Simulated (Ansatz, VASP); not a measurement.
SnSe: VASP beside Ansatz

The input INCAR:

```
SYSTEM = SnSe
PREC = Accurate ; ENCUT = 520
EDIFF = 1E-6 ; ISMEAR = 0
SIGMA = 0.018000000000000002 ; LREAL = .FALSE.
LASPH = .TRUE. ; NELM = 100
ALGO = Normal ; ISIF = 2
LWAVE = .FALSE. ; LCHARG = .FALSE.
GGA = PE ; NBANDS = 17
```

File KPOINTS:

```
regular mesh
0
G
  8 8 8
  0 0 0
```

The input POSCAR:

```
SnSe
1.0
    0.0000000000      3.0100000000      3.0100000000
    3.0100000000      0.0000000000      3.0100000000
    3.0100000000      3.0100000000      0.0000000000
Sn Se
1 1
Direct
    0.0000000000      0.0000000000      0.0000000000
    0.5000000000      0.5000000000      0.5000000000
```

File input.yaml:

```yaml
crystal:
  lattice:
    - [0.0, 3.01, 3.01]
    - [3.01, 0.0, 3.01]
    - [3.01, 3.01, 0.0]
  atoms:
    - { symbol: Sn, position: [0.0, 0.0, 0.0] }
    - { symbol: Se, position: [0.5, 0.5, 0.5] }
kpoints:
  mp_grid: { grid: [8, 8, 8] }
scf:
  occupations: { method: gaussian, width: 0.018 }
hamiltonian:
  xc: pbe
  pseudopotentials: { kind: all_electron, lapw: { basis_error: 0.001 } }
output:
  forces: true
  stress: true
  eigenvalues: true
```

Measurements of this composition are mostly on another form, of space group No. 62.

Alike in both runs: task single point; functional PBE; k mesh 8 × 8 × 8; occupations gaussian, width 0.018 eV; no spin polarisation.

|  | VASP | Ansatz |
| --- | --- | --- |
| version | VASP 6.6.1 | Ansatz 0.2.0 |
| potentials or method | VASP PAW PBE potentials, release 64 (Sn_d, Se) | all-electron LAPW, scalar-relativistic |
| plane-wave cutoff (eV) | 520 | see its input |

|  | VASP | Ansatz | Ansatz less VASP |
| --- | --- | --- | --- |
| gap on the k mesh at the Fermi level (eV) | 0.58 | 0.58 | 0.000 |
| least direct gap on the mesh (eV) | 0.58 | 0.58 | 0.000 |
| pressure (GPa) | 0.9 | 0.9 | +0.01 |

Ansatz ran all-electron here, so the differences hold the error of VASP's frozen core and of both bases.

Caveats: spin-orbit coupling is left out, which moves the levels of the heavy elements. A k mesh can miss the band edges.
